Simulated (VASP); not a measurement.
# As (Cmce) in VASP: relaxation of cell and atoms with LDA

Aim: the relaxation of cell and atoms of As with LDA.

Everything below comes from runs of VASP 6.6.1. Logs are shortened: lines on timing, memory, paths and dates and some standing lists are left out, and cuts for length are marked.

### 1 Starting point

It takes space group Cmce (No. 64, orthorhombic). Conventional cell: a = 3.727 Å, b = 10.753 Å, c = 4.205 Å, α = 90.00°, β = 90.00°, γ = 90.00°. As (site symmetry m) has 3 As at 2.47 to 2.49 Å as nearest neighbours.

This isn't the form of As at room conditions, which is rhombohedral.

### 2 Relaxation of cell and atoms, LDA

INCAR reads:

```
SYSTEM = As
PREC = Accurate
ENCUT = 600
EDIFF = 1E-7
ISMEAR = 1
SIGMA = 0.1
LREAL = .False.
LASPH = .True.
NELM = 80
ALGO = Normal
ISIF = 3
LWAVE = .False.
LCHARG = .False.
GGA = CA
IBRION = 2
NSW = 90
EDIFFG = -0.005
KPAR = 2
```

KPOINTS reads:

```
regular mesh
0
Gamma
  12 12 8
  0 0 0
```

POSCAR reads:

```
As                                      
1.0
    1.8637239666     -5.3762908420     -0.0000000000
    1.8637239666      5.3762908420      0.0000000000
    0.0000000000     -0.0000000000      4.2054763831
  As            
     4
Direct
     0.1131798163827864    0.8868201836172136    0.0527984822795292
     0.6131798163827864    0.3868201836172134    0.4472015177204707
     0.8868201836172136    0.1131798163827864    0.9472015177204707
     0.3868201836172134    0.6131798163827864    0.5527984822795293
```

Potentials or basis: VASP PAW LDA potentials, release 64 (As).

Launch:

```sh
> cat potpaw_LDA.64/As/POTCAR > POTCAR
> mpirun -np 2 vasp_std > vasp.out
```

OUTCAR:

```text
SYSTEM = As
   PREC = Accurate
   ENCUT = 600
   EDIFF = 1E-7
   ISMEAR = 1
   LREAL = .False.
   LASPH = .True.
   NELM = 80
   ISIF = 3
   GGA = CA
   IBRION = 2
   NSW = 90
   EDIFFG = -0.005

 ion  position               nearest neighbor table
   1  0.113  0.887  0.053-   3 2.47   2 2.49   2 2.49
   2  0.613  0.387  0.447-   4 2.47   1 2.49   1 2.49
   3  0.887  0.113  0.947-   1 2.47   4 2.49   4 2.49
   4  0.387  0.613  0.553-   2 2.47   3 2.49   3 2.49

  LATTYP: Found a base centered orthorhombic cell.
 ALAT       =     3.7274479332
 B/A-ratio  =     2.8847033887
 C/A-ratio  =     1.1282455070

  Lattice vectors:

 A1 = (   1.8637239666,  -5.3762908420,   0.0000000000)
 A2 = (   1.8637239666,   5.3762908420,   0.0000000000)
 A3 = (   0.0000000000,   0.0000000000,   4.2054763831)

Analysis of symmetry for initial positions (statically):
=====================================================================
 Subroutine PRICEL returns:
 Original cell was already a primitive cell.

 Routine SETGRP: Setting up the symmetry group for a
 base centered orthorhombic supercell.

 Subroutine GETGRP returns: Found  8 space group operations
 (whereof  4 operations were pure point group operations)
 out of a pool of  8 trial point group operations.

The static configuration has the point symmetry C_2h.
 The point group associated with its full space group is D_2h.

Analysis of symmetry for dynamics (positions and initial velocities):
=====================================================================
 Subroutine PRICEL returns:
 Original cell was already a primitive cell.

 Routine SETGRP: Setting up the symmetry group for a
 base centered orthorhombic supercell.

 Subroutine GETGRP returns: Found  8 space group operations
 (whereof  4 operations were pure point group operations)
 out of a pool of  8 trial point group operations.

The dynamic configuration has the point symmetry C_2h.
 The point group associated with its full space group is D_2h.

 Subroutine INISYM returns: Found  8 space group operations
 (whereof  4 operations are pure point group operations),
 and found     1 'primitive' translations

----------------------------------------------------------------------------------------

                                     Primitive cell

  volume of cell :      84.2771

  direct lattice vectors                    reciprocal lattice vectors
     1.863723967 -5.376290842  0.000000000     0.268280072 -0.093000921  0.000000000
     1.863723967  5.376290842  0.000000000     0.268280072  0.093000921  0.000000000
     0.000000000  0.000000000  4.205476383     0.000000000  0.000000000  0.237785190

  length of vectors
     5.690164342  5.690164342  4.205476383     0.283942544  0.283942544  0.237785190

  position of ions in fractional coordinates (direct lattice)
     0.113179816  0.886820184  0.052798482
     0.613179816  0.386820184  0.447201518
     0.886820184  0.113179816  0.947201518
     0.386820184  0.613179816  0.552798482

  ion indices of the primitive-cell ions
   primitive index   ion index
                 1           1
                 2           2
                 3           3
                 4           4

----------------------------------------------------------------------------------------

 KPOINTS: regular mesh

Automatic generation of k-mesh.
 Grid dimensions read from file:
 generate k-points for:   12   12    8

 Generating k-lattice:

  Cartesian coordinates                     Fractional coordinates (reciprocal lattice)
     0.022356673 -0.007750077  0.000000000     0.083333333  0.000000000  0.000000000
     0.022356673  0.007750077  0.000000000     0.000000000  0.083333333  0.000000000
     0.000000000  0.000000000  0.029723149     0.000000000  0.000000000  0.125000000

  Length of vectors
     0.023661879  0.023661879  0.029723149

  Shift w.r.t. Gamma in fractional coordinates (k-lattice)
     0.000000000  0.000000000  0.000000000

 Subroutine IBZKPT returns following result:
 ===========================================

 Found    215 irreducible k-points:

 Following reciprocal coordinates:
            Coordinates               Weight
  0.000000  0.000000  0.000000      1.000000
  0.083333  0.000000  0.000000      4.000000
  0.166667  0.000000  0.000000      4.000000
  0.250000  0.000000  0.000000      4.000000
  0.333333  0.000000  0.000000      4.000000
  0.416667  0.000000  0.000000      4.000000
[... 16 lines left out ...]
  0.500000  0.166667  0.000000      4.000000
 -0.416667  0.166667  0.000000      4.000000
 [... further k-points ...]
   k-points           NKPTS =    215   k-points in BZ     NKDIM =    215   number of bands    NBANDS=     14
   number of dos      NEDOS =    301   number of ions     NIONS =      4
   total plane-waves  NPLWV =  82944
   dimension x,y,z NGX =    48 NGY =   48 NGZ =   36
   dimension x,y,z NGXF=    96 NGYF=   96 NGZF=   72
   ions per type =               4
   NGX,Y,Z   is equivalent  to a cutoff of  14.02, 14.02, 14.23 a.u.
   NGXF,Y,Z  is equivalent  to a cutoff of  28.05, 28.05, 28.46 a.u.
 SYSTEM =  As
   PREC   = accura    normal or accurate (medium, high low for compatibility)
   ISTART =      0    job   : 0-new  1-cont  2-samecut
   ICHARG =      2    charge: 1-file 2-atom 10-const
   ISPIN  =      1    spin polarized calculation?
   LNONCOLLINEAR =      F non collinear calculations
   LSORBIT =      F    spin-orbit coupling
   LASPH  =      T    aspherical Exc in radial PAW
   ENCUT  =  600.0 eV  44.10 Ry    6.64 a.u.  11.36 11.36  8.40*2*pi/ulx,y,z
   NELM   =     80;   NELMIN=  2; NELMDL= -5     # of ELM steps
   EDIFF  = 0.1E-06   stopping-criterion for ELM
   LREAL  =      F    real-space projection
   EDIFFG = -.5E-02   stopping-criterion for IOM
   NSW    =     90    number of steps for IOM
   IBRION =      2    ionic relax: 0-MD 1-quasi-New 2-CG
   NFREE  =      1    steps in history (QN), initial steepest desc. (CG)
   ISIF   =      3    stress and relaxation
   ISYM   =      2    0-nonsym 1-usesym 2-fastsym
   POTIM  = 0.5000    time-step for ionic-motion
   TEBEG  =    0.0;   TEEND  =   0.0 temperature during run
   PSTRESS=    0.0 pullay stress
   NELECT =      20.0000    total number of electrons
   NUPDOWN=      -1.0000    fix difference up-down
   EMIN   =  10.00;   EMAX   =-10.00  energy-range for DOS
   EFERMI =   0.00;   METHOD = LEGACY
   ISMEAR =     1;   SIGMA  =   0.10  broadening in eV -4-tet -1-fermi 0-gaus
   EFERMI_NEDOS =   21; number of points for ismear=-14 and -15
   IALGO  =     38    algorithm
   IMIX   =      4    mixing-type and parameters
     AMIX     =   0.40;   BMIX     =  1.00
     AMIX_MAG =   1.60;   BMIX_MAG =  1.00
  volume/ion in A,a.u.               =      21.07       142.18
  Fermi-wavevector in a.u.,A,eV,Ry     =   1.013557  1.915346 13.977244  1.027298
  Thomas-Fermi vector in A             =   2.146733
   LORBIT       =      0    0 simple, 1 ext, 2 COOP (PROOUT), +10 PAW based schemes
   GGA     = CA    functional components
   LHFCALC =     F    Hartree Fock is set to
   AEXX    =    0.0000 exact exchange contribution
   IVDW    =     0    specifies the selected vdW correction
   LEPSILON=     F    determine dielectric tensor
   LRPA    =     F    only Hartree local field effects (RPA)
 conjugate gradient relaxation of ions
 non-spin polarized calculation
 Methfessel and Paxton  Order N= 1 SIGMA  =   0.10
  energy-cutoff  :      600.00
  volume of cell :       84.28
 maximum number of plane-waves:      2835
 NGX is ok and might be reduce to    48
   NGX = 23   NGY = 23   NGZ = 17

--------------------------------------- Ionic step        1  -------------------------------------------

 number of electron      19.9999999 magnetization

 Free energy of the ion-electron system (eV)
  ---------------------------------------------------
  ext. energy  EPLUGINS =         0.00000000
  ---------------------------------------------------
  free energy    TOTEN  =       -21.36120195 eV

  energy without entropy =      -21.36124816  energy(sigma->0) =      -21.36121735

------------------------ aborting loop because EDIFF is reached ----------------------------------------

  FORCE on cell =-STRESS in cart. coord.  units (eV):
  Direction    XX          YY          ZZ          XY          YZ          ZX
  --------------------------------------------------------------------------------------
  -------------------------------------------------------------------------------------
  Total        0.0006519     -0.0105440      0.0247144      0.0000000      0.0000000      0.0000000
  in kB        0.0123926     -0.2004508      0.4698418      0.0000000      0.0000000      0.0000000
  external PRESSURE =       0.0939279 kB  Pullay stress =       0.0000000 kB
[... 175 lines left out ...]
  energy  without entropy=      -21.3612742297  energy(sigma->0) =      -21.36125479

--------------------------------------- Ionic step        6  -------------------------------------------

 number of electron      19.9999999 magnetization

 Free energy of the ion-electron system (eV)
  ---------------------------------------------------
  ext. energy  EPLUGINS =         0.00000000
  ---------------------------------------------------
  free energy    TOTEN  =       -21.36124761 eV

  energy without entropy =      -21.36127933  energy(sigma->0) =      -21.36125819

 E-fermi :   5.3327     XC(G=0): -10.2567

 val. band max:        5.3185137441   @ k =   0.5000   0.4167   0.1250
 cond. band min:       5.3365390114   @ k =   0.5000   0.5000   0.0000
 fundamental gap:      0.0180252673
 Fermi energy:         5.3326718417

 k-point     1 :       0.0000    0.0000    0.0000
  band No.  band energies     occupation
      1      -9.6585      2.00000
      2      -6.6103      2.00000
      3      -3.7616      2.00000
      4      -1.0169      2.00000
      5      -0.4826      2.00000
      6       1.0117      2.00000
      7       1.9120      2.00000
      8       2.9651      2.00000
      9       3.3205      2.00000
     10       4.5235      2.00000
     11       7.3024     -0.00000
     12       7.8569      0.00000
     13       7.8605      0.00000
     14       9.0804      0.00000
[... 375 lines left out ...]
 k-point    24 :      -0.4167    0.1667    0.0000
  band No.  band energies     occupation
      1      -8.8187      2.00000
      2      -6.6502      2.00000
      3      -4.9127      2.00000
      4      -2.1723      2.00000
      5       0.6085      2.00000
      6       1.4306      2.00000
      7       2.0350      2.00000
      8       2.9418      2.00000
      9       3.2855      2.00000
     10       4.5360      2.00000
     11       6.2562     -0.00000
     12       7.2622     -0.00000
     13       7.5252      0.00000
     14       8.8152      0.00000

 [... further k-points ...]

------------------------ aborting loop because EDIFF is reached ----------------------------------------

  FORCE on cell =-STRESS in cart. coord.  units (eV):
  Direction    XX          YY          ZZ          XY          YZ          ZX
  --------------------------------------------------------------------------------------
  -------------------------------------------------------------------------------------
  Total       -0.0031362      0.0009053      0.0081364      0.0000000      0.0000000      0.0000000
  in kB       -0.0595317      0.0171842      0.1544469      0.0000000      0.0000000      0.0000000
  external PRESSURE =       0.0373665 kB  Pullay stress =       0.0000000 kB
[... 19 lines left out ...]
  FREE ENERGIE OF THE ION-ELECTRON SYSTEM (eV)
  ---------------------------------------------------
  free  energy   TOTEN  =       -21.3612476117 eV

  energy  without entropy=      -21.3612793344  energy(sigma->0) =      -21.36125819

 reached required accuracy - stopping structural energy minimisation
```

Wall time 11 min (2 MPI ranks of Intel Xeon Platinum 8175M at 2.50GHz (Skylake/Cascade Lake), shared host); peak memory 0.41 GiB.

What came out:

| Item | Value |
| --- | --- |
| Free energy | -21.3612 eV |
| Relaxed volume | 21.10 Å³/atom |
| Relaxed cell | a = 5.692 Å, b = 5.692 Å, c = 4.212 Å, α = 90.00°, β = 90.00°, γ = 141.79° |
| Space group after relaxing (to 0.05 Å) | Cmce (No. 64) |
| Energy gained by relaxing | 0.0 meV/atom |
| Ionic steps | 6 |
| Pressure after relaxing | 0.0 GPa |
| Band gap on the k mesh | none (metal or under the smearing width) |

Final structure:
```
As
1.0
     1.86307   -5.37852    0.00000
     1.86307    5.37852    0.00000
     0.00000    0.00000    4.21152
As
4
Cartesian
  1.8631 4.1623 0.2237
  1.8631 -1.2163 1.8821
  1.8631 -4.1623 3.9878
  1.8631 1.2163 2.3295
```
